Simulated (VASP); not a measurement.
Wanted: the native input for a VASP 6.6.1 run.

```
Task                   : relaxation of cell and atoms
Functional             : PBEsol
Potentials or basis    : VASP PAW PBE potentials, release 64 (Mg, Sb)
Cutoff                 : 600 eV
k mesh                 : 9 × 9 × 5
Occupations            : gaussian, width 0.03 eV
Spin                   : no spin polarisation
Further INCAR settings : ALGO = Normal; EDIFF = 1e-07; IBRION = 2; EDIFFG = -0.005; NSW = 90; ISIF = 3
```

The structure of Mg3Sb2 lies in POSCAR:

```
Mg3Sb2                                  
1.0
    4.5524044858      0.0000000000      0.0000000000
   -2.2762022429      3.9424979330     -0.0000000000
    0.0000000000      0.0000000000      7.1824591898
  Mg              Sb            
     3     2
Direct
     0.3333333332999970    0.6666666667000030    0.6326104885257230
     0.6666666667000030    0.3333333332999970    0.3673895114742770
     0.0000000000000000    0.0000000000000000    0.0000000000000000
     0.3333333332999970    0.6666666667000030    0.2236239000976646
     0.6666666667000030    0.3333333332999970    0.7763760999023354
```

The input as run:

INCAR

```
SYSTEM = Mg3Sb2
ALGO = Normal
EDIFF = 1E-7
EDIFFG = -0.005
ENCUT = 600
GGA = PS
IBRION = 2
ISIF = 3
ISMEAR = 0
LASPH = .True.
LCHARG = .False.
LREAL = .False.
LWAVE = .False.
NELM = 80
NSW = 90
PREC = Accurate
SIGMA = 0.03
```

KPOINTS

```
k-points
0
Gamma
  9 9 5
  0 0 0
```

Potentials or basis: VASP PAW PBE potentials, release 64 (Mg, Sb).

The run is started by

```console
$ cat potpaw_PBE.64/Mg/POTCAR potpaw_PBE.64/Sb/POTCAR > POTCAR
$ mpirun -np 1 vasp_std > vasp.out
```

It gave:

```json
{
 "Relaxed volume": "25.82 Å³/atom",
 "Relaxed cell": "a = 4.555 Å, b = 4.555 Å, c = 7.186 Å, α = 90.00°, β = 90.00°, γ = 120.00°",
 "Space group after relaxing (to 0.05 Å)": "P-3m1 (No. 164)",
 "Energy gained by relaxing": "0.0 meV/atom",
 "Ionic steps": "4",
 "Pressure after relaxing": "0.0 GPa",
 "Largest force after relaxing": "0.005 eV/Å",
 "Band gap on the k mesh": "0.16 eV, indirect (least direct gap 1.09 eV)"
}
```

Caveat: the PAW data sets were made with another functional, which shifts forces and pressure a little; spin-orbit coupling is left out, which moves the levels of the heavy elements; an odd mesh through Γ misses points on the zone boundary, where band edges often lie.

It took 2.4 min on 1 thread of Intel(R) Xeon(R) Platinum 8488C (Sapphire Rapids), with other jobs on the host, peak memory 0.34 GiB.
